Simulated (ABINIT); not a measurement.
KZnF3:

```
CELL_PARAMETERS angstrom
4.05000 0.00000 0.00000
0.00000 4.05000 0.00000
0.00000 0.00000 4.05000
ATOMIC_POSITIONS crystal
Zn 0.50000 0.50000 0.50000
K 0.00000 0.00000 0.00000
F 0.50000 0.00000 0.50000
F 0.00000 0.50000 0.50000
F 0.50000 0.50000 0.00000
```

| Item | Value |
| --- | --- |
| Program | ABINIT 10.8.3 (patched build) |
| Task | relaxation of cell and atoms |
| Functional | PBE |
| Potentials or basis | SPMS NC PBE v1.0 |
| Cutoff | 1088 eV |
| k mesh | 5 × 5 × 5 |
| Occupations | fermi-dirac, width 0.05 eV |
| Spin | no spin polarisation |

At the start: pressure 4.2 GPa; volume 13.29 Å³/atom.

Where does the relaxation end?

Over 5 steps the energy falls by 9.1 meV/atom and the volume is 14.01 Å³/atom (+5.4 %); space group Pm-3m (No. 221, to 0.05 Å).

The path:
| step | energy change (eV) | largest force (eV/Å) | pressure (GPa) | volume (Å³) |
| --- | --- | --- | --- | --- |
| 1 | 0.0000 | 0.0000 | 4.23 | 66.43 |
| 2 | -0.0198 | 0.0000 | 3.11 | 67.29 |
| 3 | -0.0453 | 0.0000 | 0.21 | 69.84 |
| 4 | -0.0455 | 0.0000 | 0.01 | 70.04 |
| 5 | -0.0455 | 0.0000 | 0.00 | 70.05 |

Final structure:
```
CELL_PARAMETERS angstrom
4.12223 0.00000 0.00000
0.00000 4.12223 0.00000
0.00000 0.00000 4.12223
ATOMIC_POSITIONS crystal
Zn 0.50000 0.50000 0.50000
K 0.00000 0.00000 0.00000
F 0.50000 0.00000 0.50000
F 0.00000 0.50000 0.50000
F 0.50000 0.50000 0.00000
```
